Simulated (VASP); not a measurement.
# ZrS2 in VASP: settings compared, part 2 of 2

VASP 6.6.1. The steps go on from the part before.

**3. Work function, PBE, non-collinear spin, zero start, spin-orbit coupling**

The input, INCAR:

```
SYSTEM = ZrS2
PREC = Accurate
ENCUT = 520
EDIFF = 1E-6
ISMEAR = 0
SIGMA = 0.03
LREAL = .False.
LASPH = .True.
NELM = 100
ALGO = Fast
ISIF = 2
LWAVE = .False.
LCHARG = .True.
MAGMOM = 0 0 0 0 0 0 0 0 0
LORBIT = 11
LSORBIT = .True.
GGA_COMPAT = .False.
LMAXMIX = 4
LDIPOL = .True.
IDIPOL = 3
DIPOL = 0.5 0.5 0.500
GGA = PE
LVHAR = .True.
LVACPOTAV = .True.
KPAR = 4
```

The input, KPOINTS:

```
regular mesh
0
Gamma
  12 12 1
  0 0 0
```

The input, POSCAR:

```
ZrS2                                    
1.0
    3.6468082650     -0.0000000000      0.0000000000
   -1.8234041325      3.1582285983      0.0000000000
    0.0000000000      0.0000000000     18.9000000000
  S               Zr            
     2     1
Direct
     0.3333330000000032    0.6666669999999968    0.4227338696337627
     0.6666669999999968    0.3333330000000032    0.5772661303662372
     1.0000000000000000    0.0000000000000000    0.5000000000000000
```

Potentials or basis: VASP PAW PBE potentials, release 64 (S, Zr_sv).

On the command line:

```console
$ cat potpaw_PBE.64/S/POTCAR potpaw_PBE.64/Zr_sv/POTCAR > POTCAR
$ mpirun -np 4 vasp_ncl > vasp.out
```

OUTCAR:

```text
SYSTEM = ZrS2
   PREC = Accurate
   ENCUT = 520
   EDIFF = 1E-6
   ISMEAR = 0
   LREAL = .False.
   LASPH = .True.
   NELM = 100
   ISIF = 2
   LORBIT = 11
   LSORBIT = .True.
   GGA = PE

 ion  position               nearest neighbor table
   1  0.333  0.667  0.423-   3 2.56   3 2.56   3 2.56
   2  0.667  0.333  0.577-   3 2.56   3 2.56   3 2.56
   3  0.000  0.000  0.500-   1 2.56   2 2.56   1 2.56   2 2.56   2 2.56   1 2.56

  LATTYP: Found a hexagonal cell.
 ALAT       =     3.6468082650
 C/A-ratio  =     5.1826141180

  Lattice vectors:

 A1 = (   3.6468082650,   0.0000000000,   0.0000000000)
 A2 = (  -1.8234041325,   3.1582285983,   0.0000000000)
 A3 = (   0.0000000000,   0.0000000000,  18.9000000000)

Analysis of symmetry for initial positions (statically):
=====================================================================
 Subroutine PRICEL returns:
 Original cell was already a primitive cell.

 Routine SETGRP: Setting up the symmetry group for a
 hexagonal supercell.

 Subroutine GETGRP returns: Found 12 space group operations
 (whereof 12 operations were pure point group operations)
 out of a pool of 24 trial point group operations.

The static configuration has the point symmetry D_3d.

Analysis of symmetry for dynamics (positions and initial velocities):
=====================================================================
 Subroutine PRICEL returns:
 Original cell was already a primitive cell.

 Routine SETGRP: Setting up the symmetry group for a
 hexagonal supercell.

 Subroutine GETGRP returns: Found 12 space group operations
 (whereof 12 operations were pure point group operations)
 out of a pool of 24 trial point group operations.

The dynamic configuration has the point symmetry D_3d.

Analysis of structural, dynamic, and magnetic symmetry:
=====================================================================
 Subroutine PRICEL returns:
 Original cell was already a primitive cell.

 Routine SETGRP: Setting up the symmetry group for a
 hexagonal supercell.

 Subroutine GETGRP returns: Found 12 space group operations
 (whereof 12 operations were pure point group operations)
 out of a pool of 24 trial point group operations.

The overall configuration has the point symmetry D_3d.

 Subroutine INISYM returns: Found 12 space group operations
 (whereof 12 operations are pure point group operations),
 and found     1 'primitive' translations

----------------------------------------------------------------------------------------

                                     Primitive cell

  volume of cell :     217.6799

  direct lattice vectors                    reciprocal lattice vectors
[... 129 lines left out ...]

 dipolmoment           0.000000      0.000000     -0.000000 electrons x Angstroem

 Free energy of the ion-electron system (eV)
  ---------------------------------------------------
  ext. energy  EPLUGINS =         0.00000000
  ---------------------------------------------------
  free energy    TOTEN  =       -21.49799078 eV

  energy without entropy =      -21.49799078  energy(sigma->0) =      -21.49799078

 E-fermi :  -2.7310     XC(G=0):  -3.4903

 val. band max:       -2.9331265274   @ k =   0.0000   0.0000   0.0000
 cond. band min:      -1.8826225438   @ k =   0.5000  -0.0000   0.0000
 fundamental gap:      1.0505039836
 Fermi energy:        -2.7310278226

 k-point     1 :       0.0000    0.0000    0.0000
  band No.  band energies     occupation
      1     -51.8348      1.00000
      2     -51.8348      1.00000
      3     -30.9592      1.00000
      4     -30.9592      1.00000
      5     -29.2866      1.00000
      6     -29.2866      1.00000
[... 654 lines left out ...]
     31       2.3795      0.00000
     32       2.3919      0.00000

------------------------ aborting loop because EDIFF is reached ----------------------------------------

  FORCE on cell =-STRESS in cart. coord.  units (eV):
  Direction    XX          YY          ZZ          XY          YZ          ZX
  --------------------------------------------------------------------------------------
  -------------------------------------------------------------------------------------
  Total        0.7884284      0.7884284      0.1879428      0.0000000      0.0000000      0.0000000
  in kB        5.8030267      5.8030267      1.3833051      0.0000000      0.0000000      0.0000000
  external PRESSURE =       4.3297862 kB  Pullay stress =       0.0000000 kB

 VOLUME and BASIS-vectors are now :
 -----------------------------------------------------------------------------
  energy-cutoff  :      520.00
  volume of cell :      217.68
      direct lattice vectors                 reciprocal lattice vectors
     3.646808265  0.000000000  0.000000000     0.274212387  0.158316596  0.000000000
    -1.823404133  3.158228598  0.000000000     0.000000000  0.316633191  0.000000000
     0.000000000  0.000000000 18.900000000     0.000000000  0.000000000  0.052910053

 POSITION                                       TOTAL-FORCE (eV/Angst)
 -----------------------------------------------------------------------------------
     -0.00000      2.10549      7.98967        -0.000000      0.000000     -0.072702
      1.82341      1.05274     10.91033         0.000000      0.000000      0.072702
      0.00000      0.00000      9.45000        -0.000000      0.000000      0.000000
 -----------------------------------------------------------------------------------
    total drift:                               -0.000000     -0.000000      0.000000

  FREE ENERGIE OF THE ION-ELECTRON SYSTEM (eV)
  ---------------------------------------------------
  free  energy   TOTEN  =       -21.4979907822 eV

  energy  without entropy=      -21.4979907822  energy(sigma->0) =      -21.49799078

 vacuum level on the upper side and lower side of the slab         3.412         3.412

 Spin-Orbit-Coupling matrix elements

 Ion:    1  E_soc:     -0.0021457
 l=   1
     0.0000000    -0.0003602    -0.0003525
    -0.0003602     0.0000000    -0.0003602
    -0.0003525    -0.0003602     0.0000000
 l=   2
     0.0000000     0.0000000     0.0000000     0.0000000     0.0000000
     0.0000000     0.0000000     0.0000000     0.0000000     0.0000000
     0.0000000     0.0000000     0.0000000     0.0000000     0.0000000
     0.0000000     0.0000000     0.0000000     0.0000000     0.0000000
     0.0000000     0.0000000     0.0000000     0.0000000     0.0000000
 l=   3
     0.0000000     0.0000000     0.0000000     0.0000000     0.0000000     0.0000000     0.0000000
     0.0000000     0.0000000     0.0000000     0.0000000     0.0000000     0.0000000     0.0000000
     0.0000000     0.0000000     0.0000000     0.0000000     0.0000000     0.0000000     0.0000000
     0.0000000     0.0000000     0.0000000     0.0000000     0.0000000     0.0000000     0.0000000
[... 29 lines left out ...]
 l=   2
     0.0000000    -0.0001335     0.0000000    -0.0001335    -0.0004189
    -0.0001335     0.0000000    -0.0003062    -0.0001693    -0.0001335
     0.0000000    -0.0003062     0.0000000    -0.0003062     0.0000000
    -0.0001335    -0.0001693    -0.0003062     0.0000000    -0.0001335
    -0.0004189    -0.0001335     0.0000000    -0.0001335     0.0000000
 l=   3
     0.0000000     0.0000000     0.0000000     0.0000000     0.0000000     0.0000000     0.0000000
     0.0000000     0.0000000     0.0000000     0.0000000     0.0000000     0.0000000     0.0000000
     0.0000000     0.0000000     0.0000000     0.0000000     0.0000000     0.0000000     0.0000000
     0.0000000     0.0000000     0.0000000     0.0000000     0.0000000     0.0000000     0.0000000
     0.0000000     0.0000000     0.0000000     0.0000000     0.0000000     0.0000000     0.0000000
     0.0000000     0.0000000     0.0000000     0.0000000     0.0000000     0.0000000     0.0000000
     0.0000000     0.0000000     0.0000000     0.0000000     0.0000000     0.0000000     0.0000000

 total charge

# of ion       s       p       d       tot
------------------------------------------
    1        1.345   2.416   0.000   3.760
    2        1.345   2.416   0.000   3.760
    3        2.173   6.025   1.441   9.640
--------------------------------------------------
tot          4.862  10.857   1.441  17.161

 magnetization (x)

# of ion       s       p       d       tot
------------------------------------------
    1       -0.000  -0.000   0.000  -0.000
    2        0.000   0.000   0.000   0.000
    3        0.000   0.000   0.000   0.000
--------------------------------------------------
tot         -0.000   0.000   0.000  -0.000

 magnetization (y)

# of ion       s       p       d       tot
------------------------------------------
    1        0.000   0.000   0.000   0.000
    2        0.000   0.000   0.000   0.000
    3       -0.000   0.000   0.000  -0.000
--------------------------------------------------
tot         -0.000   0.000   0.000   0.000

 magnetization (z)

# of ion       s       p       d       tot
------------------------------------------
    1        0.000   0.000   0.000   0.000
    2        0.000   0.000   0.000   0.000
    3        0.000  -0.000   0.000  -0.000
--------------------------------------------------
tot          0.000  -0.000   0.000  -0.000
```

Run time: 4.9 min. Hardware: 4 MPI ranks of Intel Xeon Platinum 8559C (Emerald Rapids), shared host; peak memory 0.96 GiB.

Results:

| Item | Value |
| --- | --- |
| Free energy | -21.4980 eV |
| Largest force | 0.073 eV/Å |
| Net moment | 0.00 μB per cell |
| Valence electrons inside the program's atomic spheres | S 3.76; Zr 9.64 |
| Work function of the upper face | 6.14 eV |
| Work function of the lower face | 6.14 eV |

Forces in eV/Å, atoms in the order of the input:
```
S    0.000  0.000 -0.073
S    0.000  0.000  0.073
Zr   0.000  0.000  0.000
```

Moments on the atoms (μB; x, y, z):
```
S   0.00 0.00 0.00
S   0.00 0.00 0.00
Zr  0.00 0.00 0.00
```

**4. Work function, HSE06**

POSCAR is that of step 3.

The input, INCAR.step1:

```
SYSTEM = ZrS2
PREC = Accurate
ENCUT = 520
EDIFF = 1E-5
ISMEAR = 0
SIGMA = 0.03
LREAL = .False.
LASPH = .True.
NELM = 100
ALGO = Normal
ISIF = 2
LWAVE = .True.
LDIPOL = .True.
IDIPOL = 3
DIPOL = 0.5 0.5 0.500
GGA = PE
KPAR = 4
```

The input, INCAR.step2:

```
SYSTEM = ZrS2
PREC = Accurate
ENCUT = 520
EDIFF = 1E-6
ISMEAR = 0
SIGMA = 0.03
LREAL = .False.
LASPH = .True.
NELM = 100
ALGO = Normal
ISIF = 2
LWAVE = .False.
LCHARG = .True.
LDIPOL = .True.
IDIPOL = 3
DIPOL = 0.5 0.5 0.500
GGA = PE
LHFCALC = .True.
HFSCREEN = 0.2
PRECFOCK = Fast
LVHAR = .True.
LVACPOTAV = .True.
ISTART = 1
KPAR = 4
```

The input, KPOINTS:

```
regular mesh
0
Gamma
  6 6 1
  0 0 0
```

Potentials or basis: VASP PAW PBE potentials, release 64 (S, Zr_sv).

On the command line:

```console
$ cat potpaw_PBE.64/S/POTCAR potpaw_PBE.64/Zr_sv/POTCAR > POTCAR
$ cp INCAR.step1 INCAR
$ mpirun -np 4 vasp_std > vasp.out
$ cp INCAR.step2 INCAR
$ mpirun -np 4 vasp_std > vasp.out
```

OUTCAR:

```text
SYSTEM = ZrS2
   PREC = Accurate
   ENCUT = 520
   EDIFF = 1E-6
   ISMEAR = 0
   LREAL = .False.
   LASPH = .True.
   NELM = 100
   ISIF = 2
   GGA = PE
   LHFCALC = .True.
   HFSCREEN = 0.2
   PRECFOCK = Fast
   ISTART = 1

 ion  position               nearest neighbor table
   1  0.333  0.667  0.423-   3 2.56   3 2.56   3 2.56
   2  0.667  0.333  0.577-   3 2.56   3 2.56   3 2.56
   3  0.000  0.000  0.500-   1 2.56   2 2.56   1 2.56   2 2.56   2 2.56   1 2.56

  LATTYP: Found a hexagonal cell.
 ALAT       =     3.6468082650
 C/A-ratio  =     5.1826141180

  Lattice vectors:

 A1 = (   3.6468082650,   0.0000000000,   0.0000000000)
 A2 = (  -1.8234041325,   3.1582285983,   0.0000000000)
 A3 = (   0.0000000000,   0.0000000000,  18.9000000000)

Analysis of symmetry for initial positions (statically):
=====================================================================
 Subroutine PRICEL returns:
 Original cell was already a primitive cell.

[... 162 lines left out ...]

  energy without entropy =      -25.50494143  energy(sigma->0) =      -25.50494143

 E-fermi :  -3.3497     XC(G=0):  -2.8722

 val. band max:       -3.5702100571   @ k =   0.0000   0.0000   0.0000
 cond. band min:      -1.6623107640   @ k =   0.5000  -0.0000   0.0000
 fundamental gap:      1.9078992931
 Fermi energy:        -3.3496566962

 k-point     1 :       0.0000    0.0000    0.0000
  band No.  band energies     occupation
      1     -55.8513      2.00000
      2     -32.5269      2.00000
      3     -32.3392      2.00000
      4     -32.3392      2.00000
      5     -17.3716      2.00000
      6     -16.0795      2.00000
[... 110 lines left out ...]
      3     -32.5632      2.00000
      4     -32.4471      2.00000
      5     -16.0436      2.00000
      6     -16.0436      2.00000
[... 8 lines left out ...]
     15       0.6600      0.00000
     16       2.8233      0.00000

------------------------ aborting loop because EDIFF is reached ----------------------------------------

  FORCE on cell =-STRESS in cart. coord.  units (eV):
  Direction    XX          YY          ZZ          XY          YZ          ZX
  --------------------------------------------------------------------------------------
  -------------------------------------------------------------------------------------
  Total        0.3333656      0.3333656     -0.5332852      0.0000000      0.0000000      0.0000000
  in kB        2.4536528      2.4536528     -3.9251101      0.0000000      0.0000000      0.0000000
  external PRESSURE =       0.3273985 kB  Pullay stress =       0.0000000 kB

 VOLUME and BASIS-vectors are now :
 -----------------------------------------------------------------------------
  energy-cutoff  :      520.00
  volume of cell :      217.68
      direct lattice vectors                 reciprocal lattice vectors
     3.646808265  0.000000000  0.000000000     0.274212387  0.158316596  0.000000000
    -1.823404133  3.158228598  0.000000000     0.000000000  0.316633191  0.000000000
     0.000000000  0.000000000 18.900000000     0.000000000  0.000000000  0.052910053

 POSITION                                       TOTAL-FORCE (eV/Angst)
 -----------------------------------------------------------------------------------
     -0.00000      2.10549      7.98967        -0.000000     -0.000000      0.164835
      1.82341      1.05274     10.91033         0.000000      0.000000     -0.164835
      0.00000      0.00000      9.45000         0.000000      0.000000      0.000000
 -----------------------------------------------------------------------------------
    total drift:                                0.000000     -0.000000      0.000000

  FREE ENERGIE OF THE ION-ELECTRON SYSTEM (eV)
  ---------------------------------------------------
  free  energy   TOTEN  =       -25.5049414273 eV

  energy  without entropy=      -25.5049414273  energy(sigma->0) =      -25.50494143

 vacuum level on the upper side and lower side of the slab         3.433         3.433
```

OSZICAR.step1:

```text
N       E                     dE             d eps       ncg     rms          rms(c)
DAV:   1     0.219584885047E+03    0.21958E+03   -0.10430E+04   248   0.116E+03
DAV:   2     0.287078005450E+00   -0.21930E+03   -0.21648E+03   312   0.266E+02
DAV:   3    -0.226230466848E+02   -0.22910E+02   -0.22875E+02   408   0.924E+01
[... 12 lines left out ...]
DAV:  16    -0.214164667190E+02   -0.38179E-04   -0.97942E-06   224   0.115E-02    0.155E-02
DAV:  17    -0.214164835604E+02   -0.16841E-04   -0.85196E-07   200   0.417E-03    0.811E-03
DAV:  18    -0.214165157542E+02   -0.32194E-04   -0.27583E-06   200   0.618E-03    0.329E-03
DAV:  19    -0.214165285452E+02   -0.12791E-04   -0.73823E-07   208   0.317E-03    0.275E-03
DAV:  20    -0.214165341450E+02   -0.55998E-05   -0.28322E-07   176   0.177E-03
   1 F= -.21416534E+02 E0= -.21416534E+02  d E =-.503173E-21
```

It took 2.5 min on 4 MPI ranks of Intel Xeon Platinum 8559C (Emerald Rapids), shared host; peak memory 0.42 GiB.

Results:

* Free energy: -25.5049 eV
* Largest force: 0.165 eV/Å
* Band gap on the k mesh: 1.91 eV, indirect (least direct gap 2.60 eV)
* Ionisation potential of the upper face: 7.00 eV

Forces in eV/Å, atoms in the order of the input:
```
S    0.000  0.000  0.165
S    0.000  0.000 -0.165
Zr   0.000  0.000  0.000
```

Levels at points of the mesh, in eV from the valence-band top:
| k point | band 10 | band 11 | band 12 | band 13 | band 14 | band 15 |
| --- | --- | --- | --- | --- | --- | --- |
| (0.00, 0.00, 0.00) | -0.96 | 0.00 | 0.00 | 2.60 | 2.60 | 3.58 |
| (0.50, 0.00, 0.00) | -2.53 | -1.35 | -1.07 | 1.91 | 4.57 | 4.93 |

Caveat: the PAW data sets were made with another functional, which shifts forces and pressure a little.

**5. Overview**

```csv
level,spin,k mesh,further INCAR settings,grid for exact exchange (PRECFOCK),screening parameter,gap on the mesh (eV),largest force (eV/Å)
PBE,off,12 × 12 × 1,ALGO = Fast; EDIFF = 1e-06,-,-,1.09,0.07
PBE,"non-collinear, zero start, SOC",12 × 12 × 1,ALGO = Fast; EDIFF = 1e-06,-,-,-,0.07
HSE06,off,6 × 6 × 1,ALGO = Normal; EDIFF = 1e-06,Fast,0.2 1/A,1.91,0.16
```

Alike in all rows: task work function; potentials or basis VASP PAW PBE potentials, release 64 (S, Zr_sv); cell as given; cutoff (eV) 520; smearing gaussian 0.03 eV.

Caveats: the PAW data sets were made with another functional, which shifts forces and pressure a little (some runs).

Absolute energies hang on the potentials; compare differences alone.
